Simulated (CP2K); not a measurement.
Runs of CP2K 2026.2 on CaSe. The structure is cubic, space group Fm-3m (No. 225). Conventional cell: a = 5.912 Å, b = 5.912 Å, c = 5.912 Å, α = 90.00°, β = 90.00°, γ = 90.00°. Se (site symmetry m-3m) is surrounded by 6 Ca at 2.96 Å. Around Ca (site symmetry m-3m) lie 6 Se at 2.96 Å. 

```csv
level,potentials or basis,smearing,EPS_DEFAULT,NGRIDS,points a segment of the path (NPOINTS),bands added on the path,CUTOFF of the grids,gap on the mesh (eV),pressure (GPa)
TB-mBJ,"POTENTIAL_UZH Se GTH-PBE-q6, Ca GTH-PBE-q10; TZVP-MOLOPT-PBE-GTH basis",fermi-dirac 0.05 eV,1.0E-9,4,6,6,675 Ry,(b),-
PBEsol,"POTENTIAL_UZH Se GTH-PBE-q6, Ca GTH-PBE-q10; TZVP-MOLOPT-PBE-GTH basis",fermi-dirac 0.0259 eV,1.0E-10,5,6,6,450 Ry,(a),-0.3
r2SCAN,"POTENTIAL_UZH Se GTH-SCAN-q6, Ca GTH-SCAN-q10; TZVP-MOLOPT-SCAN-GTH basis",fermi-dirac 0.0259 eV,1.0E-9,4,10,6,675 Ry,2.65,0.4
LDA,"GTH_POTENTIALS Se GTH-PADE-q6, Ca GTH-PADE-q10; TZVP-MOLOPT-PBE-GTH basis",fermi-dirac 0.1 eV,1.0E-9,4,10,4,450 Ry,2.04,-2.9
```

Alike in all rows: task band structure; no spin polarisation; cell as given; k mesh 8 × 8 × 8.

Question: Estimate the missing entries.

Answer: (a) 2.12; (b) 2.21.

Caveats: the basis of atomic orbitals isn't converged, which shifts pressures, moduli and gaps; the potentials were made for another functional, which shifts forces and pressure (some runs); this is a model potential without an energy functional, so only levels have meaning (some runs).

A k mesh can miss the band edges, and the runs leave out spin-orbit coupling on Se.
